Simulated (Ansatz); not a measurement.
A surface is cut from this relaxed crystal of C:

```
CELL_PARAMETERS angstrom
0.00000 2.12940 3.69132
1.22943 0.00000 3.69132
1.22943 2.12940 0.00000
ATOMIC_POSITIONS crystal
C 0.16670 0.83330 0.16670
C 0.83330 0.16670 0.83330
```

Miller indices refer to the conventional cell of Fmmm (No. 69), a = 2.459 Å, b = 4.259 Å, c = 7.383 Å, α = 90.00°, β = 90.00°, γ = 90.00°. The bulk's gap is 0.00 eV.

The (111) slab of 12 planes, 10.9 Å thick with 15 Å of vacuum as cut; outer planes C (top) and C (bottom).

Computed with DFT PBEsol, scalar-relativistic, plane waves, PAW in Ansatz 0.2.0. Settings: cutoff 420 eV, Γ-centred mesh 11×7×1 on the computed 12-atom cell, Gaussian smearing of 0.05 eV; no spin polarisation. A dipole correction removes the field between periodic images along c.

Relaxation also shears the slab as a whole, so part of the moves and of the energy gained belongs to the bulk, not to the surface.

Results for the relaxed slab:

For the relaxed slab, the surface energy (mean of both faces) is 5.78 J/m². The gap of the slab on the mesh is none (metal or semimetal) and the work function is 5.97 eV.

Relaxation lowers the energy by 0.214 J/m² a face; the largest move is 0.238 Å.

| plane (bottom to top) | atoms | spacing to next, bulk (Å) | relaxed (Å) | change (%) |
| --- | --- | --- | --- | --- |
| 1 | C | 0.682 | 0.576 | -15.6 |
| 2 | C | 1.364 | 1.395 | +2.3 |
| 3 | C | 0.682 | 0.659 | -3.4 |
| 4 | C | 1.364 | 1.361 | -0.2 |
| 5 | C | 0.682 | 0.670 | -1.8 |
| 6 | C | 1.364 | 1.359 | -0.4 |
| 7 | C | 0.682 | 0.670 | -1.8 |
| 8 | C | 1.364 | 1.361 | -0.2 |
| 9 | C | 0.682 | 0.659 | -3.4 |
| 10 | C | 1.364 | 1.395 | +2.2 |
| 11 | C | 0.682 | 0.576 | -15.6 |
| 12 | C |  |  |  |

The smearing is narrow for a metal on this mesh.

The reference crystal is a form of C, which isn't its usual structure.